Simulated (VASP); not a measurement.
# Na2S (Fm-3m) in VASP: notebook

Runs on Na2S. Level: PBE. Tasks: single point, relaxation of cell and atoms.

All numbers are computed with VASP 6.6.1; they aren't measurements. Logs are shortened: lines on timing, memory, paths and dates and some standing lists are left out, and cuts for length are marked.

## 1. The structure

It takes space group Fm-3m (No. 225, cubic). Conventional cell: a = 6.567 Å, b = 6.567 Å, c = 6.567 Å, α = 90.00°, β = 90.00°, γ = 90.00°. Na (site symmetry -43m) is surrounded by 4 S at 2.84 Å. Around S (site symmetry m-3m) lie 8 Na at 2.84 Å.

The cell comes from a database or a generator and needn't be the stable form of this composition.

## 2. Single point, PBE

INCAR

```
SYSTEM = Na2S
PREC = Accurate
ENCUT = 520
EDIFF = 1E-7
ISMEAR = 0
SIGMA = 0.02
LREAL = .False.
LASPH = .True.
NELM = 60
ALGO = Normal
ISIF = 2
LWAVE = .False.
LCHARG = .False.
GGA = PE
NBANDS = 17
```

KPOINTS

```
regular mesh
0
Gamma
  6 6 6
  0 0 0
```

POSCAR

```
Na2S
1.0
    0.0000000000      3.2836251974      3.2836251974
    3.2836251974      0.0000000000      3.2836251974
    3.2836251974      3.2836251974      0.0000000000
Na S
2 1
Direct
    0.2500000000      0.2500000000      0.2500000000
    0.7500000000      0.7500000000      0.7500000000
    0.0000000000      0.0000000000      0.0000000000
```

Potentials or basis: VASP PAW PBE potentials, release 64 (Na_pv, S).

Run with:

```sh
> cat potpaw_PBE.64/Na_pv/POTCAR potpaw_PBE.64/S/POTCAR > POTCAR
> mpirun -np 1 vasp_std > vasp.out
```

OUTCAR:

```text
SYSTEM = Na2S
   PREC = Accurate
   ENCUT = 520
   EDIFF = 1E-7
   ISMEAR = 0
   LREAL = .False.
   LASPH = .True.
   NELM = 60
   ISIF = 2
   GGA = PE

 ion  position               nearest neighbor table
   1  0.250  0.250  0.250-
   2  0.750  0.750  0.750-
   3  0.000  0.000  0.000-

  LATTYP: Found a face centered cubic cell.
 ALAT       =     6.5672503948

  Lattice vectors:

 A1 = (   0.0000000000,   3.2836251974,   3.2836251974)
 A2 = (   3.2836251974,   0.0000000000,   3.2836251974)
 A3 = (   3.2836251974,   3.2836251974,   0.0000000000)

Analysis of symmetry for initial positions (statically):
=====================================================================
 Subroutine PRICEL returns:
 Original cell was already a primitive cell.

 Routine SETGRP: Setting up the symmetry group for a
 face centered cubic supercell.

 Subroutine GETGRP returns: Found 48 space group operations
 (whereof 48 operations were pure point group operations)
 out of a pool of 48 trial point group operations.

The static configuration has the point symmetry O_h .

Analysis of symmetry for dynamics (positions and initial velocities):
=====================================================================
 Subroutine PRICEL returns:
 Original cell was already a primitive cell.

 Routine SETGRP: Setting up the symmetry group for a
 face centered cubic supercell.

 Subroutine GETGRP returns: Found 48 space group operations
 (whereof 48 operations were pure point group operations)
 out of a pool of 48 trial point group operations.

The dynamic configuration has the point symmetry O_h .

 Subroutine INISYM returns: Found 48 space group operations
 (whereof 48 operations are pure point group operations),
 and found     1 'primitive' translations

----------------------------------------------------------------------------------------

                                     Primitive cell

  volume of cell :      70.8094

  direct lattice vectors                    reciprocal lattice vectors
     0.000000000  3.283625197  3.283625197    -0.152270728  0.152270728  0.152270728
     3.283625197  0.000000000  3.283625197     0.152270728 -0.152270728  0.152270728
     3.283625197  3.283625197  0.000000000     0.152270728  0.152270728 -0.152270728

  length of vectors
     4.643747288  4.643747288  4.643747288     0.263740638  0.263740638  0.263740638

  position of ions in fractional coordinates (direct lattice)
     0.250000000  0.250000000  0.250000000
     0.750000000  0.750000000  0.750000000
     0.000000000  0.000000000  0.000000000

  ion indices of the primitive-cell ions
   primitive index   ion index
                 1           1
                 2           2
                 3           3

----------------------------------------------------------------------------------------

 KPOINTS: regular mesh

Automatic generation of k-mesh.
 Grid dimensions read from file:
 generate k-points for:    6    6    6

 Generating k-lattice:

  Cartesian coordinates                     Fractional coordinates (reciprocal lattice)
    -0.025378455  0.025378455  0.025378455     0.166666667  0.000000000  0.000000000
     0.025378455 -0.025378455  0.025378455     0.000000000  0.166666667  0.000000000
     0.025378455  0.025378455 -0.025378455     0.000000000  0.000000000  0.166666667

  Length of vectors
     0.043956773  0.043956773  0.043956773

  Shift w.r.t. Gamma in fractional coordinates (k-lattice)
     0.000000000  0.000000000  0.000000000

 Subroutine IBZKPT returns following result:
 ===========================================

 Found     16 irreducible k-points:

 Following reciprocal coordinates:
            Coordinates               Weight
  0.000000  0.000000  0.000000      1.000000
  0.166667  0.000000  0.000000      8.000000
  0.333333  0.000000  0.000000      8.000000
  0.500000  0.000000  0.000000      4.000000
  0.166667  0.166667  0.000000      6.000000
  0.333333  0.166667  0.000000     24.000000
[... 8 lines left out ...]
 -0.333333  0.333333  0.166667     24.000000
 -0.333333  0.500000  0.166667     12.000000
   k-points           NKPTS =     16   k-points in BZ     NKDIM =     16   number of bands    NBANDS=     17
   number of dos      NEDOS =    301   number of ions     NIONS =      3
   total plane-waves  NPLWV =  46656
   dimension x,y,z NGX =    36 NGY =   36 NGZ =   36
   dimension x,y,z NGXF=    72 NGYF=   72 NGZF=   72
   ions per type =               2   1
   NGX,Y,Z   is equivalent  to a cutoff of  12.89, 12.89, 12.89 a.u.
   NGXF,Y,Z  is equivalent  to a cutoff of  25.78, 25.78, 25.78 a.u.
 SYSTEM =  Na2S
   PREC   = accura    normal or accurate (medium, high low for compatibility)
   ISTART =      0    job   : 0-new  1-cont  2-samecut
   ICHARG =      2    charge: 1-file 2-atom 10-const
   ISPIN  =      1    spin polarized calculation?
   LNONCOLLINEAR =      F non collinear calculations
   LSORBIT =      F    spin-orbit coupling
   LASPH  =      T    aspherical Exc in radial PAW
   ENCUT  =  520.0 eV  38.22 Ry    6.18 a.u.   8.63  8.63  8.63*2*pi/ulx,y,z
   NELM   =     60;   NELMIN=  2; NELMDL= -5     # of ELM steps
   EDIFF  = 0.1E-06   stopping-criterion for ELM
   LREAL  =      F    real-space projection
   EDIFFG = 0.1E-05   stopping-criterion for IOM
   NSW    =      0    number of steps for IOM
   IBRION =     -1    ionic relax: 0-MD 1-quasi-New 2-CG
   NFREE  =      0    steps in history (QN), initial steepest desc. (CG)
   ISIF   =      2    stress and relaxation
   ISYM   =      2    0-nonsym 1-usesym 2-fastsym
   POTIM  = 0.5000    time-step for ionic-motion
   TEBEG  =    0.0;   TEEND  =   0.0 temperature during run
   PSTRESS=    0.0 pullay stress
   NELECT =      20.0000    total number of electrons
   NUPDOWN=      -1.0000    fix difference up-down
   EMIN   =  10.00;   EMAX   =-10.00  energy-range for DOS
   EFERMI =   0.00;   METHOD = LEGACY
   ISMEAR =     0;   SIGMA  =   0.02  broadening in eV -4-tet -1-fermi 0-gaus
   EFERMI_NEDOS =   21; number of points for ismear=-14 and -15
   IALGO  =     38    algorithm
   IMIX   =      4    mixing-type and parameters
     AMIX     =   0.40;   BMIX     =  1.00
     AMIX_MAG =   1.60;   BMIX_MAG =  1.00
  volume/ion in A,a.u.               =      23.60       159.28
  Fermi-wavevector in a.u.,A,eV,Ry     =   1.074124  2.029801 15.697630  1.153743
  Thomas-Fermi vector in A             =   2.209944
   LORBIT       =      0    0 simple, 1 ext, 2 COOP (PROOUT), +10 PAW based schemes
   GGA     = PE    functional components
   LHFCALC =     F    Hartree Fock is set to
   AEXX    =    0.0000 exact exchange contribution
   IVDW    =     0    specifies the selected vdW correction
   LEPSILON=     F    determine dielectric tensor
   LRPA    =     F    only Hartree local field effects (RPA)
 non-spin polarized calculation
 Gauss-broadening in eV      SIGMA  =   0.02
  energy-cutoff  :      520.00
  volume of cell :       70.81
 maximum number of plane-waves:      1932
 NGX is ok and might be reduce to    36
   NGX = 17   NGY = 17   NGZ = 17

 number of electron      19.9999995 magnetization

 Free energy of the ion-electron system (eV)
  ---------------------------------------------------
  ext. energy  EPLUGINS =         0.00000000
  ---------------------------------------------------
  free energy    TOTEN  =        -9.97615206 eV

  energy without entropy =       -9.97615206  energy(sigma->0) =       -9.97615206

 E-fermi :   0.2214     XC(G=0):  -7.7776

 val. band max:        0.1378978734   @ k =   0.0000   0.0000   0.0000
 cond. band min:       2.5841530793   @ k =   0.0000   0.0000   0.0000
 fundamental gap:      2.4462552059
 Fermi energy:         0.2213812488

 k-point     1 :       0.0000    0.0000    0.0000
  band No.  band energies     occupation
      1     -22.1297      2.00000
      2     -22.1297      2.00000
      3     -22.1297      2.00000
      4     -22.0782      2.00000
      5     -22.0782      2.00000
      6     -22.0782      2.00000
[... 9 lines left out ...]
     16       9.4658      0.00000
     17      11.2909      0.00000

 k-point     2 :       0.1667    0.0000    0.0000
  band No.  band energies     occupation
      1     -22.1275      2.00000
      2     -22.1265      2.00000
      3     -22.1265      2.00000
      4     -22.0833      2.00000
      5     -22.0818      2.00000
      6     -22.0818      2.00000
[... 9 lines left out ...]
     16       9.0086      0.00000
     17      10.6510      0.00000

 k-point     3 :       0.3333    0.0000    0.0000
  band No.  band energies     occupation
      1     -22.1209      2.00000
      2     -22.1175      2.00000
      3     -22.1175      2.00000
      4     -22.0957      2.00000
      5     -22.0917      2.00000
      6     -22.0917      2.00000
[... 9 lines left out ...]
     16       9.8539      0.00000
     17      10.4424      0.00000

 k-point     4 :       0.5000    0.0000    0.0000
  band No.  band energies     occupation
      1     -22.1122      2.00000
      2     -22.1073      2.00000
      3     -22.1055      2.00000
      4     -22.1055      2.00000
      5     -22.1041      2.00000
      6     -22.1041      2.00000
[... 9 lines left out ...]
     16      11.5063      0.00000
     17      11.5063      0.00000
[... 183 lines left out ...]
      1     -22.1413      2.00000
      2     -22.1321      2.00000
      3     -22.1208      2.00000
      4     -22.0907      2.00000
      5     -22.0831      2.00000
      6     -22.0714      2.00000
[... 9 lines left out ...]
     16      11.1359      0.00000
     17      12.1310      0.00000

 k-point    15 :      -0.3333    0.3333    0.1667
  band No.  band energies     occupation
      1     -22.1440      2.00000
      2     -22.1395      2.00000
      3     -22.1061      2.00000
      4     -22.1060      2.00000
      5     -22.0735      2.00000
      6     -22.0727      2.00000
[... 9 lines left out ...]
     16      10.6625      0.00000
     17      12.0923      0.00000

 k-point    16 :      -0.3333    0.5000    0.1667
  band No.  band energies     occupation
      1     -22.1514      2.00000
      2     -22.1432      2.00000
      3     -22.1231      2.00000
      4     -22.0886      2.00000
      5     -22.0698      2.00000
      6     -22.0666      2.00000
[... 9 lines left out ...]
     16      11.2326      0.00000
     17      11.9907      0.00000

------------------------ aborting loop because EDIFF is reached ----------------------------------------

  FORCE on cell =-STRESS in cart. coord.  units (eV):
  Direction    XX          YY          ZZ          XY          YZ          ZX
  --------------------------------------------------------------------------------------
  -------------------------------------------------------------------------------------
  Total        0.0143902      0.0143902      0.0143902      0.0000000      0.0000000      0.0000000
  in kB        0.3256009      0.3256009      0.3256009      0.0000000      0.0000000      0.0000000
  external PRESSURE =       0.3256009 kB  Pullay stress =       0.0000000 kB

 VOLUME and BASIS-vectors are now :
 -----------------------------------------------------------------------------
  energy-cutoff  :      520.00
  volume of cell :       70.81
      direct lattice vectors                 reciprocal lattice vectors
     0.000000000  3.283625197  3.283625197    -0.152270728  0.152270728  0.152270728
     3.283625197  0.000000000  3.283625197     0.152270728 -0.152270728  0.152270728
     3.283625197  3.283625197  0.000000000     0.152270728  0.152270728 -0.152270728

 POSITION                                       TOTAL-FORCE (eV/Angst)
 -----------------------------------------------------------------------------------
      1.64181      1.64181      1.64181         0.000000      0.000000      0.000000
      4.92544      4.92544      4.92544        -0.000000     -0.000000     -0.000000
      0.00000      0.00000      0.00000        -0.000000      0.000000      0.000000
 -----------------------------------------------------------------------------------
    total drift:                                0.000000      0.000000      0.000000

  FREE ENERGIE OF THE ION-ELECTRON SYSTEM (eV)
  ---------------------------------------------------
  free  energy   TOTEN  =        -9.9761520625 eV

  energy  without entropy=       -9.9761520625  energy(sigma->0) =       -9.97615206
```

Run time: 25 s. Hardware: 1 thread of Intel Xeon Platinum 8375C at 2.90GHz (Ice Lake), shared host; peak memory 0.19 GiB.

Results:

```yaml
Free_energy: -9.9762 eV
Pressure: 0.0 GPa
Band_gap_on_the_k_mesh: 2.45 eV, direct
```

## 3. Relaxation of cell and atoms, PBE

This run uses another cell than the first one, of 22.87 Å³/atom, 0.969 times its volume.

INCAR

```
SYSTEM = Na2S
  ALGO = Normal
  EDIFF = 1E-6
  EDIFFG = -0.01
  ENCUT = 600
  GGA = PE
  IBRION = 2
  ISIF = 3
  ISMEAR = 0
  LASPH = .True.
  LCHARG = .False.
  LREAL = .False.
  LWAVE = .False.
  NELM = 60
  NSW = 100
  PREC = Accurate
  SIGMA = 0.02
```

KPOINTS

```
k-points
0
Gamma
  6 6 6
  0 0 0
```

POSCAR

```
Na2S
1.0
    0.0000000000      3.2491545700      3.2491545700
    3.2491545700      0.0000000000      3.2491545700
    3.2491545700      3.2491545700      0.0000000000
Na S
2 1
Direct
    0.2500000000      0.2500000000      0.2500000000
    0.7500000000      0.7500000000      0.7500000000
    0.0000000000      0.0000000000      0.0000000000
```

Potentials or basis: VASP PAW PBE potentials, release 64 (Na_pv, S).

Run with:

```sh
> cat potpaw_PBE.64/Na_pv/POTCAR potpaw_PBE.64/S/POTCAR > POTCAR
> mpirun -np 1 vasp_std > vasp.out
```

OUTCAR:

```text
SYSTEM = Na2S
   EDIFF = 1E-6
   EDIFFG = -0.01
   ENCUT = 600
   GGA = PE
   IBRION = 2
   ISIF = 3
   ISMEAR = 0
   LASPH = .True.
   LREAL = .False.
   NELM = 60
   NSW = 100
   PREC = Accurate

 ion  position               nearest neighbor table
   1  0.250  0.250  0.250-
   2  0.750  0.750  0.750-
   3  0.000  0.000  0.000-

  LATTYP: Found a face centered cubic cell.
 ALAT       =     6.4983091400

  Lattice vectors:

 A1 = (   0.0000000000,   3.2491545700,   3.2491545700)
 A2 = (   3.2491545700,   0.0000000000,   3.2491545700)
 A3 = (   3.2491545700,   3.2491545700,   0.0000000000)

Analysis of symmetry for initial positions (statically):
[... 177 lines left out ...]
  Total        0.4278669      0.4278669      0.4278669     -0.0000000      0.0000000      0.0000000
  in kB        9.9925922      9.9925922      9.9925922     -0.0000000      0.0000000      0.0000000
  external PRESSURE =       9.9925922 kB  Pullay stress =       0.0000000 kB
[... 61 lines left out ...]
--------------------------------------- Ionic step        3  -------------------------------------------

 number of electron      20.0000000 magnetization

 Free energy of the ion-electron system (eV)
  ---------------------------------------------------
  ext. energy  EPLUGINS =         0.00000000
  ---------------------------------------------------
  free energy    TOTEN  =        -9.97612538 eV

  energy without entropy =       -9.97612538  energy(sigma->0) =       -9.97612538

 E-fermi :   0.2733     XC(G=0):  -7.7664

 val. band max:        0.1250677667   @ k =   0.0000   0.0000   0.0000
 cond. band min:       2.5610665470   @ k =   0.0000   0.0000   0.0000
 fundamental gap:      2.4359987803
 Fermi energy:         0.2733167811

 k-point     1 :       0.0000    0.0000    0.0000
  band No.  band energies     occupation
      1     -22.1496      2.00000
      2     -22.1496      2.00000
      3     -22.1496      2.00000
      4     -22.0986      2.00000
      5     -22.0986      2.00000
      6     -22.0986      2.00000
      7      -9.9961      2.00000
      8       0.1251      2.00000
      9       0.1251      2.00000
     10       0.1251      2.00000
     11       2.5611      0.00000
     12       7.8152      0.00000
     13       7.8152      0.00000
     14       7.8152      0.00000
[... 283 lines left out ...]
  FREE ENERGIE OF THE ION-ELECTRON SYSTEM (eV)
  ---------------------------------------------------
  free  energy   TOTEN  =        -9.9761253785 eV

  energy  without entropy=       -9.9761253785  energy(sigma->0) =       -9.97612538

 reached required accuracy - stopping structural energy minimisation
```

CONTCAR:

```text
Na2S
   1.00000000000000
    -0.0000000000000000    3.2869924559052617    3.2869924559052617
     3.2869924559052617    0.0000000000000000    3.2869924559052617
     3.2869924559052617    3.2869924559052617    0.0000000000000000
  Na              S
     2     1
Direct
     0.2500000000000000    0.2500000000000000    0.2500000000000000
     0.7500000000000000    0.7500000000000000    0.7500000000000000
     0.0000000000000000    0.0000000000000000    0.0000000000000000

  0.00000000E+00  0.00000000E+00  0.00000000E+00
  0.00000000E+00  0.00000000E+00  0.00000000E+00
  0.00000000E+00  0.00000000E+00  0.00000000E+00
```

Wall time 56 s (1 thread of Intel Xeon Platinum 8375C at 2.90GHz (Ice Lake), shared host); peak memory 0.23 GiB.

What came out:

| Item | Value |
| --- | --- |
| Free energy | -9.9761 eV |
| Relaxed volume | 23.68 Å³/atom |
| Relaxed cell | a = 4.649 Å, b = 4.649 Å, c = 4.649 Å, α = 60.00°, β = 60.00°, γ = 60.00° |
| Space group after relaxing (to 0.05 Å) | Fm-3m (No. 225) |
| Energy gained by relaxing | 2.3 meV/atom |
| Ionic steps | 3 |
| Pressure after relaxing | 0.0 GPa |
| Band gap on the k mesh | 2.44 eV, direct |

The path:
| step | energy change (eV) | largest force (eV/Å) | pressure (GPa) | volume (Å³) |
| --- | --- | --- | --- | --- |
| 1 | 0.0000 | 0.0000 | 1.00 | 68.60 |
| 2 | -0.0060 | 0.0000 | 0.40 | 70.03 |
| 3 | -0.0070 | 0.0000 | -0.02 | 71.03 |

Final structure:
```cif
data_structure
_symmetry_space_group_name_H-M 'P 1'
_symmetry_Int_Tables_number 1
_cell_length_a 4.6485
_cell_length_b 4.6485
_cell_length_c 4.6485
_cell_angle_alpha 60.000
_cell_angle_beta 60.000
_cell_angle_gamma 60.000
_cell_volume 71.03
loop_
_atom_site_label
_atom_site_type_symbol
_atom_site_fract_x
_atom_site_fract_y
_atom_site_fract_z
_atom_site_occupancy
Na1 Na 0.25000 0.25000 0.25000 1
Na2 Na 0.75000 0.75000 0.75000 1
S1 S 0.00000 0.00000 0.00000 1
```

Levels at points of the mesh, in eV from the valence-band top:
```csv
k point,band 8,band 9,band 10,band 11,band 12,band 13
"(0.00, 0.00, 0.00)",0.00,0.00,0.00,2.44,7.69,7.69
"(0.50, 0.00, 0.00)",-1.62,-0.13,-0.13,4.73,6.39,7.11
"(0.50, 0.50, 0.00)",-1.45,-0.45,-0.45,3.84,5.96,8.33
```

## 4. Single point, PBE

This run uses another cell than the first one, of 22.87 Å³/atom, 0.969 times its volume.

INCAR

```
SYSTEM = Na2S
ALGO = Normal
EDIFF = 1E-6
ENCUT = 520
GGA = PE
ISIF = 2
ISMEAR = 0
LASPH = .TRUE.
LCHARG = .FALSE.
LREAL = .FALSE.
LWAVE = .FALSE.
NBANDS = 17
NELM = 80
PREC = Accurate
SIGMA = 0.1
```

KPOINTS

```
k-points
0
G
  4 4 4
  0 0 0
```

POSCAR is that of step 3.

Run with:

```sh
> cat potpaw_PBE.64/Na_pv/POTCAR potpaw_PBE.64/S/POTCAR > POTCAR
> mpirun -np 1 vasp_std > vasp.out
```

Run time: 12 s. Hardware: 1 thread of Intel Xeon Platinum 8375C at 2.90GHz (Ice Lake), shared host; peak memory 0.19 GiB.

It converged, with:

```
Free energy            : -9.9653 eV
Pressure               : 1.0 GPa
Band gap on the k mesh : 2.55 eV, direct
```

Levels at points of the mesh, in eV from the valence-band top:
| k point | band 7 | band 8 | band 9 | band 10 | band 11 | band 12 | band 13 | band 14 |
| --- | --- | --- | --- | --- | --- | --- | --- | --- |
| (0.00, 0.00, 0.00) | -10.17 | 0.00 | 0.00 | 0.00 | 2.55 | 7.81 | 7.81 | 7.81 |
| (0.50, 0.00, 0.00) | -9.91 | -1.67 | -0.13 | -0.13 | 4.87 | 6.53 | 7.19 | 7.19 |
| (0.50, 0.50, 0.00) | -9.83 | -1.50 | -0.46 | -0.46 | 3.85 | 6.06 | 8.61 | 9.90 |

A hybrid or GW would open this gap; PBE tends to underestimate it.

## 5. Summary

| task | cell | k mesh | cutoff (eV) | smearing | gap on the mesh (eV) | pressure (GPa) |
| --- | --- | --- | --- | --- | --- | --- |
| single point | Fm-3m, 23.6 Å³/atom | 6 × 6 × 6 | 520 | gaussian 0.02 eV | 2.45 | 0.0 |
| relaxation of cell and atoms | relaxed | 6 × 6 × 6 | 600 | gaussian 0.02 eV | 2.44 | 0.0 |
| single point | Fm-3m, 22.87 Å³/atom | 4 × 4 × 4 | 520 | gaussian 0.1 eV | 2.55 | 1.0 |

Alike in all rows: level PBE; potentials or basis VASP PAW PBE potentials, release 64 (Na_pv, S); no spin polarisation.

Total energies depend on the potentials used, so only differences within one code and one set of settings carry meaning.
